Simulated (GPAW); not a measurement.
Write an ASE script for GPAW 26.7.0 that does the following.

- Task: relaxation of cell and atoms
- Functional: BLYP
- Dispersion: D3(BJ)
- Potentials or basis: PAW data sets generated in the run's folder for this functional
- Cutoff: 600 eV
- Basis: pw
- k mesh: 11 × 11 × 11
- Occupations: fermi-dirac, width 0.05 eV
- Spin: no spin polarisation
- Eigensolver: davidson
- Maxiter: 150
- Optimizer: FIRE
- Fmax: 0.02 eV/Å
- Max steps: 40
- Convergence: density=1e-05 forces=0.0001

Al:

```
Al
1.0
     0.00000    2.02481    2.02481
     2.02481    0.00000    2.02481
     2.02481    2.02481    0.00000
Al
1
Cartesian
  0.0000 0.0000 0.0000
```

These files were run (other wordings do the same):

run.py

```python
from ase import Atoms
from ase.calculators.mixing import SumCalculator
from ase.filters import FrechetCellFilter
from ase.io import write
from ase.optimize import FIRE
from dftd3.ase import DFTD3
from gpaw import GPAW, PW, setup_paths

setup_paths.insert(0, '.')

atoms = Atoms(['Al'],
              cell=[[0.0, 2.024805, 2.024805],
                    [2.024805, 0.0, 2.024805],
                    [2.024805, 2.024805, 0.0]],
              scaled_positions=[[0.0, 0.0, 0.0]],
              pbc=True)

calc = GPAW(mode=PW(600),
            xc='BLYP',
            kpts={'size': (11, 11, 11), 'gamma': True},
            occupations={'name': 'fermi-dirac', 'width': 0.05},
            nbands=7,
            convergence={'density': 1e-05, 'forces': 0.0001},
            eigensolver='davidson',
            maxiter=150,
            txt='gpaw.txt')
atoms.calc = SumCalculator([calc, DFTD3(method='blyp', damping='d3bj')])
opt = FIRE(FrechetCellFilter(atoms), trajectory='relax.traj', logfile='-')
done = opt.run(fmax=0.02, steps=40)
calc.write('gs.gpw')
write('result.traj', atoms)
print('Converged:', done)
print('Cell:', atoms.cell.cellpar().round(4))
print('Volume:', round(atoms.get_volume(), 4))
print(atoms.get_scaled_positions().round(5))
```

Potentials or basis: PAW data sets generated in the run's folder for this functional, pw.

Run with:

```bash
$ gpaw-setup -f BLYP Al
$ OMP_NUM_THREADS=1 python run.py
```

It gave:

The relaxed volume is 15.47 Å³/atom and the relaxed cell is a = 2.797 Å, b = 2.797 Å, c = 2.797 Å, α = 60.00°, β = 60.00°, γ = 60.00°. The space group after relaxing (to 0.05 Å) is Fm-3m (No. 225), the energy gained by relaxing is 17.0 meV/atom and the ionic steps are 8. The pressure after relaxing is 0.2 GPa and the band gap on the k mesh is none (metal or under the smearing width). The dispersion energy per atom is -0.829 eV.

Caveat: later steps reuse the first step's grids; pairwise dispersion overbinds metals, which lowers pressure and volume.

Run time: 29 s on 1 thread of Arm Neoverse V1 (shared host), peak memory 0.17 GiB.
